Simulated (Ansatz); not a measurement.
## Relaxing BaTiO₃

Theory: DFT r2SCAN+U, scalar-relativistic, plane waves, PAW in Ansatz 0.2.0. (500 eV cutoff, 6×6×6 k-mesh, Gaussian smearing of 0.02 eV, no spin polarisation, U_eff Ti 4.0 eV on d shells)

What was changed: biaxial strain in the a-b plane, c and atoms relaxed: -4.5 %.

Command:

```bash
ansatz run input.yaml --threads 1 --pin off --max-ram 2560MiB --backend cpu --events-out ev --progress --plain --runs-dir out
```

Input:

```yaml
crystal:
  lattice:
    - [2.7091988924, 1.5641567098, 2.2164741114]
    - [-2.7091988924, 1.5641567098, 2.2164741114]
    - [0.0, -3.364479152, 2.3831353022]
  atoms:
    - { symbol: Ba, position: [-0.0057755654, -0.0057755654, 0.0118189879] }
    - { symbol: Ti, position: [0.4942227804, 0.4942227804, 0.5285795061] }
    - { symbol: O, position: [0.4941934853, 0.9942152829, 0.483018787] }
    - { symbol: O, position: [0.4942450168, 0.4942450168, 0.9646649318] }
    - { symbol: O, position: [0.9942152829, 0.4941934853, 0.483018787] }
basis:
  ecutwfc: 500
kpoints:
  mp_grid: { grid: [6, 6, 6] }
hamiltonian:
  xc: r2scan
  hubbard: { sites: [{ species: Ti, l: d, u_eff: 4.0 }] }
scf:
  occupations: { method: gaussian, width: 0.02 }
output:
  forces: true
  stress: true
  eigenvalues: true
relax:
  adjacent_minimum: "off"
  f_tol: 0.008
  max_steps: 40
  cell: { stress_tol: 0.015, fix: [a, b, gamma] }
```

F is the free energy. Steps run on the plane waves of an earlier cell, but the last one, and at times one on the way, on a freshly chosen basis, so a repeated geometry can differ a little in energy. The held parts of the cell keep their stress, so P needn't end at zero.

Steps:

| step | F − F(1) (eV) | largest force component (eV/Å) | V (Å³/atom) | P (GPa) |
| --- | --- | --- | --- | --- |
| 1 | 0.0000 | 0.738 | 12.121 | 17.02 |
| 2 | -0.0720 | 0.225 | 12.496 | 11.54 |
| 3 | -0.0850 | 0.354 | 12.718 | 9.03 |
| 4 | -0.0908 | 0.216 | 12.772 | 8.17 |
| 5 | -0.0956 | 0.142 | 12.873 | 7.64 |
| 6 | -0.0973 | 0.179 | 13.083 | 6.81 |
| 7 | -0.0985 | 0.011 | 13.059 | 6.71 |
| 8 | -0.0985 | 0.000 | 13.052 | 6.77 |
| 9 | -0.1010 | 0.002 | 13.052 | 6.78 |
| 10 | -0.1009 | 0.001 | 13.065 | 6.69 |
| 11 | -0.1010 | 0.001 | 13.065 | 6.69 |

Relaxed structure:

```cif
data_structure
_symmetry_space_group_name_H-M 'P 1'
_symmetry_Int_Tables_number 1
_cell_length_a 3.8339
_cell_length_b 3.8339
_cell_length_c 4.4441
_cell_angle_alpha 90.000
_cell_angle_beta 90.000
_cell_angle_gamma 89.924
_cell_volume 65.32
loop_
_atom_site_label
_atom_site_type_symbol
_atom_site_fract_x
_atom_site_fract_y
_atom_site_fract_z
_atom_site_occupancy
Ba1 Ba 0.99422 0.99422 0.02866 1
Ti1 Ti 0.49422 0.49422 0.54142 1
O1 O 0.49422 0.99422 0.47579 1
O2 O 0.49422 0.49422 0.94945 1
O3 O 0.99422 0.49422 0.47579 1
```

The structure is orthorhombic, space group Cmm2 (No. 35). Conventional cell: a = 5.418 Å, b = 5.426 Å, c = 4.444 Å, α = 90.00°, β = 90.00°, γ = 90.00°. Ba (site symmetry mm2) is surrounded by 12 O at 2.73 to 3.12 Å. Around Ti (site symmetry mm2) lie 5 O at 1.81 to 1.94 Å. Around O (site symmetry 2) lie 2 Ti at 1.94 Å. O (site symmetry mm2) is surrounded by 1 Ti at 1.81 Å.

The run converged. The run took 2.3 min on 1 thread of Intel(R) Xeon(R) 6975P-C (Granite Rapids), on a shared host, peak memory 0.7 GiB.